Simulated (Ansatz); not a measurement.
# Zr2COF MXene monolayer in a perpendicular field, part 2 of 2

Aim: how the Zr2COF MXene monolayer screens a field along its normal, and what the field does to its bands. A positive field points along +c.

Ansatz 0.2.0; plane-wave DFT, PBE-D3(BJ), Ansatz PAW (set soft_1); PAW set soft_1.

So far. Step 2 (Relaxation): The lattice constant a goes from 3.289 to 3.274 Å.

### Step 3. Single point, field 0

A sawtooth potential applies the field, turning back in the middle of the vacuum. With the dipole correction the typed value is the field outside the slab. The induced dipole is small, so the SCF threshold is tight.

The cell differs from the one that the last finished run ended in (c 40.572 → 22.949 Å).

input.yaml

```yaml
crystal:
  lattice:
    - [3.2735340692, 0.0, 0.0]
    - [-1.6367670346, 2.8349636641, 0.0]
    - [0.0, 0.0, 22.9488528136]
  atoms:
    - { symbol: F, position: [0.3333333333, 0.6666666667, 0.3921764662] }
    - { symbol: Zr, position: [0.6666666667, 0.3333333333, 0.4498985972] }
    - { symbol: C, position: [0.0, 0.0, 0.5035986337] }
    - { symbol: Zr, position: [0.3333333333, 0.6666666667, 0.565847306] }
    - { symbol: O, position: [0.6666666667, 0.3333333333, 0.6078235338] }
kpoints:
  mp_grid: { grid: [18, 18, 1] }
  band_path:
    path: [[0, 0, 0], [0.5, 0, 0], [0.33333333, 0.33333333, 0], [0, 0, 0]]
    npoints: 16
hamiltonian:
  xc: pbe
  dispersion: d3bj
  pseudopotentials: { kind: paw, azcp: { folder: soft_1 } }
scf:
  occupations: { method: fermi_dirac, width: 0.02585 }
  convergence: { dr2_threshold: 1.0e-10 }
efield:
  axis: 3
  dipole_correction: true
  ramp_position: 0.97
  ramp_width: 0.06
  amplitude: 0
output:
  dos: { projected: true, e_range: [-6, 5] }
  write_potential: true
  write_density: true
  volumetric_format: npy
  elf: true
```

Command:

```sh
> ansatz run input.yaml --threads 2 --pin off --max-ram 3072MiB --backend cpu --events-out ev --progress --plain --runs-dir out
```

Numbers of over 12 decimals in the logs are rounded to 6 here.

What it wrote:

```text
[...]
Crystal: 5 atoms, lattice volume = 212.973 Å³
Basis set: ecut = 420 eV, 4229 PW (Γ)
Bands: 26, of which v1, the nominal top of the filled ones, is band 21 counted from 1 (20 counted from 0)
Symmetry: 6 space group operations
[...]
k-points: 37 of 324 (time reversal used)
[...]
SCF iter   1: F=—  HF=-10007.116886 eV  |F-HF|=—  |Δ(HF+E_count)|=         —  Δρ=8.45e-2  dr2=2.41e1  ethr=3.10e-3  p=-0.000 e·Å  D=-3.56e-7 V/Å  ΔV_dip=0.00 eV  dr2_dipole=5.76e-1  V_vac-E_F(+/−)=7.93/7.93 eV  ⟨swp⟩=9.2  Hψ=5467  notcnv=0
efield: sawtooth ramp at fractional position 0.9700 (set: `efield.ramp_position`, or a place that a band, a saddle search or an elastic batch's reference lends), width 0.0600; the density the first Hamiltonian is built on has a dipole p = -0.000 e·Å; the dipole correction subtracts the counter field D = -3.56e-7 V/Å, which shifts the + side's vacuum level by +0.00 eV against the − side's; the planar-averaged density in the ramp window peaks in size at 7.3e-7 e/Å³
[...]
SCF iter   2: F=—  HF=-10007.125721 eV  |F-HF|=—  |Δ(HF+E_count)|=   8.83e-3  Δρ=1.01e-1  dr2=2.68e1  ethr=3.10e-3  p=-0.038 e·Å  D=-3.25e-2 V/Å  ΔV_dip=0.75 eV  dr2_dipole=4.92e-4  V_vac-E_F(+/−)=2.39/1.64 eV  ⟨swp⟩=6.7  Hψ=3356  notcnv=0  defer=46
[...]
SCF iter  13: F=-10001.225249 eV  HF=-10001.225249 eV  |F-HF|=4.73e-11  |Δ(HF+E_count)|=  3.38e-10  Δρ=1.66e-7  dr2=8.91e-11  ethr=1.00e-12  p=-0.081 e·Å  D=-6.85e-2 V/Å  ΔV_dip=1.57 eV  dr2_dipole=5.77e-12  V_vac-E_F(+/−)=5.23/3.66 eV  ⟨swp⟩=13.6  Hψ=4500  notcnv=0
SCF 1 converged in 13 iterations: F = -10001.225249 eV  dr2 = 8.91e-11
[...]
NSCF: frozen V_eff on 49 k-points
efield: sawtooth ramp at fractional position 0.9700 (kept from the solve that this one continues, or follows in the run), width 0.0600; the density the first Hamiltonian is built on has a dipole p = -0.081 e·Å; the dipole correction subtracts the counter field D = -6.85e-2 V/Å, which shifts the + side's vacuum level by +1.57 eV against the − side's; the planar-averaged density in the ramp window peaks in size at 7.5e-7 e/Å³
[...]
SCF converged after 13 iterations
Free energy (F): -10001.225249 eV
[...]
Internal energy: -10001.220834 eV  (E = F + TS)
E sigma→0 (E₀):  -10001.223042 eV
Entropy (-TS):   -0.004416 eV (-0.883 meV/atom)
Fermi energy:    0.954120 eV
Dipole field:    D = -0.068516 V/Å  (p = -0.080641 e·Å, saw-weighted, corrected)
Work function:   Φ+ = 5.2319 eV   Φ− = 3.6596 eV
Levels:          The Fermi level and band energies are counted from a zero that moves with the ramp; work functions are not
[...]
--- Band table (eV; the first three rows and the last of 37) ---
  k-point 0: bands = [... 17 lower, -2.1744, -1.1780, -1.1780, 1.7186, 1.7186, 1.9467, 3.0393, 3.5243, ... 1 higher]
  k-point 1: bands = [... 17 lower, -2.1391, -1.2936, -1.2066, 1.5813, 1.7630, 2.0263, 3.0025, 3.5746, ... 1 higher]
  k-point 2: bands = [... 17 lower, -2.0932, -1.5585, -1.2812, 1.3334, 1.9011, 2.0893, 3.0094, 3.7043, ... 1 higher]
  k-point 36: bands = [... 17 lower, -2.6304, -2.3434, -2.1536, 1.7817, 2.5787, 2.9003, 3.9027, 3.9277, ... 1 higher]
```

The job ended after 38 s (2 threads of Arm Neoverse N1, shared host; peak memory 0.54 GiB).

Numbers from this step:

* energy at zero smearing: -10001.2230 eV
* work function, upper face: 5.232 eV
* work function, lower face: 3.660 eV
* dipole along the normal: -0.08064 e·Å
* step between the vacuum levels: 1.572 eV

Running mean over a fixed 2.7 Å (it still follows the layers) of the planar mean; the ramp of the sawtooth is left out. Electron's electrostatic potential energy less the Fermi level against z:

```csv
z (Å),electron's electrostatic potential energy less the Fermi level (eV)
3.5,3.66
4.0,3.66
4.5,3.66
5.0,3.66
5.5,3.66
6.0,3.66
6.5,3.64
7.0,3.50
7.5,2.48
8.0,0.563
8.5,-1.92
9.0,-5.57
9.5,-8.97
10.0,-10.9
10.5,-11.3
11.0,-11.0
11.5,-11.0
12.0,-10.9
12.5,-11.1
13.0,-10.7
13.5,-9.08
14.0,-6.38
14.5,-2.46
15.0,1.24
15.5,3.86
16.0,5.00
16.5,5.19
17.0,5.22
17.5,5.23
18.0,5.23
18.5,5.23
19.0,5.23
19.5,5.23
```

The density of states has structure finer than the step of the table below, so its rows give means over 0.2 eV, whole bins alone (the curve runs from -6 to 1.99 eV). Peaks (eV: height): -5.23: 8.38, -5.12: 6.80, -4.54: 7.17, -3.77: 10.9, -3.33: 6.18, -3.05: 7.53, -2.47: 5.95.

Table of density of states by energy, zero at the Fermi level; means over each step:

| energy (eV) | density of states (states/eV a cell) |
| --- | --- |
| -5.8 | 0.825 |
| -5.6 | 1.81 |
| -5.4 | 3.35 |
| -5.2 | 4.70 |
| -5.0 | 2.48 |
| -4.8 | 4.67 |
| -4.6 | 5.60 |
| -4.4 | 2.33 |
| -4.2 | 3.02 |
| -4.0 | 1.54 |
| -3.8 | 5.01 |
| -3.6 | 1.68 |
| -3.4 | 2.00 |
| -3.2 | 4.01 |
| -3.0 | 4.11 |
| -2.8 | 3.86 |
| -2.6 | 4.00 |
| -2.4 | 3.47 |
| -2.2 | 0.794 |
| -2.0 | 0 |
| -1.8 | 0 |
| -1.6 | 0 |
| -1.4 | 0 |
| -1.2 | 0 |
| -1.0 | 0 |
| -0.8 | 0 |
| -0.6 | 0.847 |
| -0.4 | 1.71 |
| -0.2 | 1.58 |
| 0.0 | 1.64 |
| 0.2 | 1.98 |
| 0.4 | 1.24 |
| 0.6 | 1.47 |
| 0.8 | 2.02 |
| 1.0 | 1.46 |
| 1.2 | 1.80 |
| 1.4 | 1.48 |
| 1.6 | 1.47 |
| 1.8 | 1.13 |

Projected DOS per atom over height of the atomic layer and energy from the Fermi level. Layers: F Zr C Zr O from below.

Ten even steps from '0' (0.00 states/eV) to '9' (3.05 states/eV), each cell a mean:
```
02000
03000
03010
03010
02010
03010
02010
00000
00000
00000
00000
00100
02612
02413
02411
02413
00113
00115
00139
00026
00124
00001
```
Columns: height of the atomic layer (Å) from 9 to 13.9 (not evenly spaced); rows upwards: energy from the Fermi level (eV) from -5.96 to 1.96.

Electronic bands along the path, in eV, zero at the Fermi level:

```csv
point,band 17,band 18,band 19,band 20,band 21,band 22,band 23,band 24
Γ,-5.10,-3.13,-2.13,-2.13,0.76,0.76,0.99,2.09
halfway,-4.68,-3.60,-2.81,-2.43,-0.27,1.39,1.74,2.36
M,-3.93,-3.87,-3.32,-2.37,-0.58,2.22,3.16,3.43
halfway,-4.02,-3.81,-3.36,-2.70,-0.04,2.12,2.43,3.02
K,-4.41,-3.58,-3.30,-3.11,0.83,1.62,1.95,2.95
halfway,-4.53,-3.63,-2.87,-2.72,0.31,0.48,2.54,2.61
Γ,-5.10,-3.13,-2.13,-2.13,0.76,0.76,0.99,2.09
```

Valence density in the ca plane at fractional y = 0.333, with atoms of Zr and O within 0.2 Å of it. It is the smooth field of the valence electrons, not physical close to the nuclei.

Ten steps, logarithmic in the rise over the least value, from '0' (0.0 e/Å³) to '9' (7.2 e/Å³), each cell a mean:
```
00000000000000000001124665433223455421000000
00000000000000000000136887532223578741000000
00000000000000000000147888632223699852000000
00000000000000000000147888632223689742000000
00000000000000000001135776532223466531000000
00000000000000000001223454333333444310000000
00000000000000000012332233344444432100000000
00000000000000000012332223444445432100000000
00000000000000000012222333343334432210000000
```
Columns run along c (16.0 Å, from fractional 0.07 to 0.77 of the cell), rows up along a (3.3 Å). Atoms in or near the plane, at fractional coordinates: Zr at (0.45, 0.67), O at (0.61, 0.67).

ELF in the ca plane at fractional y = 0.333, with atoms of Zr and O within 0.2 Å of it. It is the smooth field of the valence electrons, not physical close to the nuclei.

Values, 5 rows by 16 columns, each cell a mean:
```
0.00 0.00 0.00 0.00 0.00 0.04 0.16 0.64 0.35 0.24 0.37 0.74 0.36 0.02 0.00 0.00
0.00 0.00 0.00 0.00 0.00 0.01 0.32 0.52 0.48 0.17 0.59 0.66 0.51 0.04 0.00 0.00
0.00 0.00 0.00 0.00 0.00 0.05 0.18 0.65 0.35 0.23 0.39 0.74 0.37 0.03 0.00 0.00
0.00 0.00 0.00 0.00 0.01 0.23 0.33 0.16 0.53 0.35 0.25 0.19 0.07 0.00 0.00 0.00
0.00 0.00 0.00 0.00 0.01 0.23 0.33 0.16 0.55 0.35 0.24 0.16 0.06 0.00 0.00 0.00
```
Columns run along c (16.0 Å, from fractional 0.13 to 0.83 of the cell), rows up along a (3.3 Å). Atoms in or near the plane, at fractional coordinates: Zr at (0.45, 0.67), O at (0.61, 0.67).

Electrostatic potential energy in the ca plane at fractional y = 0.333, with atoms of Zr and O within 0.2 Å of it. With pseudopotentials it is smooth inside the atoms' cores, unlike the true potential.

Values in eV, 5 rows by 16 columns, each cell a mean:
```
  5   5   5   5   5   4  -6 -35 -14   0  -5 -10   6   6   6   6
  5   5   5   5   5   3 -14 -44 -26   2 -12 -34   5   6   6   6
  5   5   5   5   5   4  -6 -36 -14   0  -5 -11   6   6   6   6
  5   5   5   5   5   4   0  -5  -1  -4 -12   1   5   6   6   6
  5   5   5   5   5   4   1  -4  -1  -4 -12   1   5   6   6   6
```
Columns run along c (16.0 Å, from fractional 0.13 to 0.83 of the cell; values clipped at the 3rd and 97th percentile), rows up along a (3.3 Å). Atoms in or near the plane, at fractional coordinates: Zr at (0.45, 0.67), O at (0.61, 0.67).

The work function of the upper face is 5.23 eV.

### Step 4. Atoms held, field 0.1 V/Å

input.yaml, as its differences from that of step 3:

```diff
@@ -26,7 +26,6 @@
   dipole_correction: true
-  ramp_position: 0.97
-  ramp_width: 0.06
-  amplitude: 0
+  ramp_position: 0.9341
+  ramp_width: 0.1413
+  amplitude: 0.1
 output:
-  dos: { projected: true, e_range: [-6, 5] }
   write_potential: true
@@ -34,2 +33 @@
   volumetric_format: npy
-  elf: true
```

What it wrote:

```text
[...]
Crystal: 5 atoms, lattice volume = 212.973 Å³
Basis set: ecut = 420 eV, 4229 PW (Γ)
Bands: 26, of which v1, the nominal top of the filled ones, is band 21 counted from 1 (20 counted from 0)
Symmetry: 6 space group operations
[...]
k-points: 37 of 324 (time reversal used)
[...]
k-point 0: bands = [... 17 lower, -2.1706, -1.1806, -1.1806, 1.7159, 1.7159, 1.9390, 2.9551, 3.5254, ... 1 higher]
  k-point 1: bands = [... 17 lower, -2.1354, -1.2960, -1.2090, 1.5765, 1.7601, 2.0229, 2.9293, 3.5756, ... 1 higher]
  k-point 2: bands = [... 17 lower, -2.0906, -1.5597, -1.2832, 1.3288, 1.8977, 2.0869, 2.9517, 3.7008, ... 1 higher]
  k-point 36: bands = [... 17 lower, -2.6213, -2.3449, -2.1433, 1.7745, 2.5734, 2.8907, 3.9102, 3.9287, ... 1 higher]
[key lines of the parts left out:]
SCF converged after 13 iterations
Free energy (F): -10001.218611 eV
Fermi energy:    0.951193 eV
Dipole field:    D = -0.044300 V/Å  (p = -0.052139 e·Å, saw-weighted, corrected)
```

Run time: 37 s. Hardware: 2 threads; peak memory 0.52 GiB; 73 s of CPU time.

The dipole is -0.0521 e·Å, 0.0285 e·Å from its value without field.

### Step 5. Atoms held, field -0.1 V/Å

input.yaml, as its differences from that of step 4:

```diff
@@ -28,3 +28,3 @@
   ramp_width: 0.1413
-  amplitude: 0.1
+  amplitude: -0.1
 output:
```

What it wrote:

```text
[...]
Crystal: 5 atoms, lattice volume = 212.973 Å³
Basis set: ecut = 420 eV, 4229 PW (Γ)
Bands: 26, of which v1, the nominal top of the filled ones, is band 21 counted from 1 (20 counted from 0)
Symmetry: 6 space group operations
[...]
k-points: 37 of 324 (time reversal used)
[...]
k-point 0: bands = [... 17 lower, -2.1935, -1.1908, -1.1908, 1.7057, 1.7057, 1.9377, 3.0992, 3.5078, ... 1 higher]
  k-point 1: bands = [... 17 lower, -2.1580, -1.3065, -1.2196, 1.5704, 1.7504, 2.0137, 3.0500, 3.5582, ... 1 higher]
  k-point 2: bands = [... 17 lower, -2.1113, -1.5726, -1.2947, 1.3224, 1.8890, 2.0761, 3.0429, 3.6882, ... 1 higher]
  k-point 36: bands = [... 17 lower, -2.6547, -2.3572, -2.1793, 1.7734, 2.5685, 2.8944, 3.8797, 3.9113, ... 1 higher]
[key lines of the parts left out:]
SCF converged after 13 iterations
Free energy (F): -10001.234738 eV
Fermi energy:    0.941548 eV
Dipole field:    D = -0.092733 V/Å  (p = -0.109144 e·Å, saw-weighted, corrected)
```

The job ended after 36 s (2 threads; peak memory 0.52 GiB; 72 s of CPU time).

The dipole is -0.109 e·Å, -0.0285 e·Å from its value without field.

### Step 6. Response, atoms held

This step: plane-wave DFT, PBE-D3(BJ), Ansatz PAW (set soft_1); response to a field along the normal, atoms held; PAW set soft_1 (Ansatz 0.2.0).

The dipoles give the slope, and the difference of two potentials shows where the field is screened.

This step gave:

```yaml
equivalent_conductor_thickness_p_eps_0ae: 5.558 Å
distance_between_the_outer_atoms: 4.949 Å
```

Dipole of the cell against applied field:

```csv
applied field (V/Å),dipole of the cell (e·Å)
-0.1000,-0.109
0.0000,-0.0806
0.1000,-0.0521
```

Local field over the applied field, running mean. From the potentials at -0.1 and 0.1 V/Å; running mean over 2.5 Å. Local field over applied field against z:

```csv
z (Å),local field over applied field
4.5,1.000
5.0,1.000
5.5,0.999
6.0,0.996
6.5,0.984
7.0,0.950
7.5,0.869
8.0,0.749
8.5,0.604
9.0,0.450
9.5,0.300
10.0,0.184
10.5,0.103
11.0,0.0545
11.5,0.0339
12.0,0.0365
12.5,0.0558
13.0,0.108
13.5,0.199
14.0,0.335
14.5,0.499
15.0,0.671
15.5,0.819
16.0,0.924
16.5,0.974
17.0,0.992
17.5,0.998
18.0,0.999
18.5,1.000
```

The induced electron density oscillates, so the rows of the table below give means over windows of 0.5 Å about each position, cut where the curve ends. Its maxima inside the range that stand out by 2 % of the span (Å: e/Å³ per V/Å): 8.46: 0.00311, 9.18: 0.00208, 10.33: 0.00135, 13.05: 1.1e-4, 14.06: -0.00157. Its minima: 8.89: 0.00148, 9.61: 7.7e-4, 12.19: -8.1e-4, 13.77: -0.00198, 14.63: -0.00358.

Electrons, planar mean, per unit field. The induced electron density by z; means over each step:

z (Å), induced electron density (e/Å³ per V/Å) and a bar from the least value:
```
      4.5    0.00000 ################
      5.0    0.00000 ################
      5.5    0.00000 ################
      6.0    0.00002 ################
      6.5    0.00006 ################
      7.0    0.00023 #################
      7.5    0.00073 ####################
      8.0    0.00202 ##########################
      8.5    0.00272 ##############################
      9.0    0.00178 #########################
      9.5    0.00109 ######################
     10.0    0.00104 #####################
     10.5    0.00096 #####################
     11.0    0.00042 ##################
     11.5    0.00005 ################
     12.0   -0.00056 #############
     12.5   -0.00047 ##############
     13.0    0.00004 ################
     13.5   -0.00096 ###########
     14.0   -0.00183 #######
     14.5   -0.00316 
     15.0   -0.00254 ###
     15.5   -0.00109 ###########
     16.0   -0.00038 ##############
     16.5   -0.00012 ################
     17.0   -0.00003 ################
     17.5   -0.00001 ################
     18.0    0.00000 ################
     18.5    0.00000 ################
```

By hand: between -0.1 and 0.1 V/Å the dipole changes by 0.05700 e·Å, a slope of 0.2850 e·Å²/V. A perfect conductor of thickness t has p = ε₀AEt, so t = 180.95 × 0.2850 / 9.280 = 5.56 Å (e/ε₀ = 180.95 V·Å, A in Å²).

The induced dipole is that of a conductor 5.56 Å thick.

### Step 7. What came out

- gap without field: none
- work function, upper face: 5.23 eV
- step between the vacuum levels: 1.57 eV
- equivalent conductor thickness, atoms held: 5.56 Å

The induced dipole equals that of a perfect conductor 5.56 Å thick, while the outer atoms lie 4.95 Å apart. The two faces differ: the vacuum level above lies 1.57 eV higher than the one below. There is no gap over 0.03 eV, with or without the field. The first relaxation ran with spin and lost its moment, and the later runs have none; other magnetic states were not tried. Spin-orbit coupling is left out. The MXene's terminations sit over the metal atoms of its far layer; the site over carbon or nitrogen, which some compounds prefer, was not run.

[Logs are printed without paths, hosts, clocks, repeated set-up lines and the standing remarks that a program may print on its own settings, such as how far it seeks lower states.]

[Hosts, paths, dates, database ids (printed as entryN), source tags and the programs' standing remarks are cut or masked in the printed files.]

[Maps of the electrostatic potential energy from Ansatz leave out the sawtooth potential of an applied field or a dipole correction, so their vacuum need not be flat; planar profiles and work functions include it.]

[The density of states shown here was stored with 400 of the rows of the run's finer table, so its peaks can read low, often by over a quarter, or be missed, and its means over a window can be off by a tenth or more.]
